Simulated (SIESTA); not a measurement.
The system is SiC.

```
Si C
1.0
     3.07569    0.00000    0.00000
    -1.53785    2.66363    0.00000
     0.00000    0.00000   10.07065
Si C
4 4
Direct
  0.00000 0.00000 0.18789
  0.00000 0.00000 0.68789
  0.33333 0.66667 0.43784
  0.66667 0.33333 0.93784
  0.00000 0.00000 0.00046
  0.00000 0.00000 0.50046
  0.33333 0.66667 0.24980
  0.66667 0.33333 0.74980
```

The cell is a database's computed one.

Base run:

* Program: SIESTA 5.4.2
* Functional: vdW-DF-cx
* Potentials or basis: PseudoDojo 0.4 standard (PBE files)
* Basis: DZP (energy shift 0.003 Ry)
* Grid cutoff: 500 Ry
* Energy shift: 0.003 Ry
* k mesh: 10 × 10 × 3
* Occupations: fermi-dirac, width 0.05 eV
* Spin: no spin polarisation

Its results: band gap on the k mesh 2.19 eV, indirect (least direct gap 3.32 eV); pressure 5.7 GPa; largest force 0.027 eV/Å.

Q: The run is repeated on the same cell with these changes: functional from vdW-DF-cx to BLYP. What comes out?

A: Band gap on the k mesh 2.52 eV, indirect (least direct gap 3.64 eV); pressure 13.6 GPa; largest force 0.029 eV/Å.

Caveats: the potentials were made for another functional, which shifts forces and pressure; the basis of atomic orbitals isn't converged, which shifts pressures, moduli and gaps.
